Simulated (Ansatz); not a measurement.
## Te in Ansatz: the effect of target pressure

Crystal: Te.

```
CELL_PARAMETERS angstrom
2.30590 1.33131 1.69095
-2.30590 1.33131 1.69095
0.00000 -2.66263 1.69095
ATOMIC_POSITIONS crystal
Te 0.50000 0.50000 0.50000
```

This isn't the form of Te at room conditions, which is trigonal, of chains.

Alike in all runs:

| Quantity | Value |
| --- | --- |
| Program | Ansatz 0.2.0 |
| Task | relaxation of cell and atoms |
| Functional | PBEsol |
| Potentials or basis | Ansatz PAW |
| Cutoff | 420 eV (not typed: the program's choice for these potentials) |
| k mesh | 9 × 9 × 9 |
| Occupations | fermi-dirac, width 0.05 eV |
| Spin | no spin polarisation |

Each run relaxes the cell or the atoms first.

| target pressure | relaxed volume (Å³/atom) |
| --- | --- |
| 0 GPa | 31.29 |
| 2 GPa | 29.90 |
| 5 GPa | 27.43 |
| 10 GPa | ? |
| 20 GPa | 23.02 |
| 30 GPa | 20.95 |

What does the run with target pressure 10 GPa give?

Relaxed volume 25.42 Å³/atom.

Worked out: A parabola through the other rows of the relaxed volume, of slope -0.417 Å³/atom per GPa there, gives 25.86 Å³/atom, against the run's 25.42.

Caveats: the plane-wave basis is chosen anew once the cell has moved, so the energies of steps on either side of that aren't comparable; the PAW data sets come from PBE, with cores solved anew for the run's functional, which leaves a small shift of forces and pressure; the volume moved by over 15 % at a fixed basis, so the end points are rough (some runs).
